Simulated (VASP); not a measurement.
Write the native input for VASP 6.6.1 that does the following.

```yaml
Task: band structure
Functional: PBEsol
Potentials_or_basis: VASP PAW PBE potentials, release 64 (Sb, Mg)
Cutoff: 520 eV
k_mesh: 5 × 5 × 3
Occupations: fermi-dirac, width 0.05 eV
Spin: spin-orbit coupling, no magnetisation
Further_INCAR_settings: ALGO = Normal; EDIFF = 1e-06
```

The system is Mg3Sb2.

```
Sb Mg
1.0
     4.58200    0.00000    0.00000
    -2.29100    3.96813    0.00000
     0.00000    0.00000    7.24400
Sb Mg
2 3
Direct
  0.66667 0.33333 0.76500
  0.33333 0.66667 0.23500
  0.00000 0.00000 0.00000
  0.66667 0.33333 0.37000
  0.33333 0.66667 0.63000
```

These files were run (other wordings do the same):

POSCAR

```
Mg3Sb2
1.0
    4.5820000000      0.0000000000      0.0000000000
   -2.2910000000      3.9681284001      0.0000000000
    0.0000000000      0.0000000000      7.2440000000
Sb Mg
2 3
Direct
    0.6666666667      0.3333333333      0.7650000000
    0.3333333333      0.6666666667      0.2350000000
    0.0000000000      0.0000000000      0.0000000000
    0.6666666667      0.3333333333      0.3700000000
    0.3333333333      0.6666666667      0.6300000000
```

INCAR.step1

```
SYSTEM = Mg3Sb2
  PREC = Accurate
  ENCUT = 520
  EDIFF = 1E-6
  ISMEAR = -1
  SIGMA = 0.05
  LREAL = .FALSE.
  LASPH = .TRUE.
  NELM = 80
  ALGO = Normal
  ISIF = 2
  LWAVE = .FALSE.
  LCHARG = .TRUE.
  LNONCOLLINEAR = .TRUE.
  MAGMOM = 0 0 0 0 0 0 0 0 0 0 0 0 0 0 0
  LORBIT = 11
  LSORBIT = .TRUE.
  GGA_COMPAT = .FALSE.
  GGA = PS
```

KPOINTS.step1

```
regular mesh
0
G
  5 5 3
  0 0 0
```

INCAR.step2

```
SYSTEM = Mg3Sb2
  PREC = Accurate
  ENCUT = 520
  EDIFF = 1E-6
  ISMEAR = 0
  SIGMA = 0.05
  LREAL = .FALSE.
  LASPH = .TRUE.
  NELM = 80
  ALGO = Normal
  ISIF = 2
  LWAVE = .FALSE.
  LCHARG = .FALSE.
  LNONCOLLINEAR = .TRUE.
  MAGMOM = 0 0 0 0 0 0 0 0 0 0 0 0 0 0 0
  LORBIT = 11
  LSORBIT = .TRUE.
  GGA_COMPAT = .FALSE.
  GGA = PS
  ICHARG = 11
```

KPOINTS.step2

```
path GMKGALHA,LM,KH
15
line-mode
reciprocal
 0.0000000000  0.0000000000  0.0000000000  G
 0.5000000000  0.0000000000  0.0000000000  M

 0.5000000000  0.0000000000  0.0000000000  M
 0.3333333333  0.3333333333  0.0000000000  K

 0.3333333333  0.3333333333  0.0000000000  K
 0.0000000000  0.0000000000  0.0000000000  G

 0.0000000000  0.0000000000  0.0000000000  G
 0.0000000000  0.0000000000  0.5000000000  A

 0.0000000000  0.0000000000  0.5000000000  A
 0.5000000000  0.0000000000  0.5000000000  L

 0.5000000000  0.0000000000  0.5000000000  L
 0.3333333333  0.3333333333  0.5000000000  H

 0.3333333333  0.3333333333  0.5000000000  H
 0.0000000000  0.0000000000  0.5000000000  A

 0.5000000000  0.0000000000  0.5000000000  L
 0.5000000000  0.0000000000  0.0000000000  M

 0.3333333333  0.3333333333  0.0000000000  K
 0.3333333333  0.3333333333  0.5000000000  H
```

Potentials or basis: VASP PAW PBE potentials, release 64 (Sb, Mg).

Run with:

```console
$ cat potpaw_PBE.64/Sb/POTCAR potpaw_PBE.64/Mg/POTCAR > POTCAR
$ cp INCAR.step1 INCAR
$ cp KPOINTS.step1 KPOINTS
$ mpirun -np 1 vasp_ncl > vasp.out
$ cp INCAR.step2 INCAR
$ cp KPOINTS.step2 KPOINTS
$ mpirun -np 1 vasp_ncl > vasp.out
```

It took 5.1 min on 1 thread of AMD EPYC 9R45 96-Core Processor (Zen 5), with other jobs on the host, peak memory 0.89 GiB.
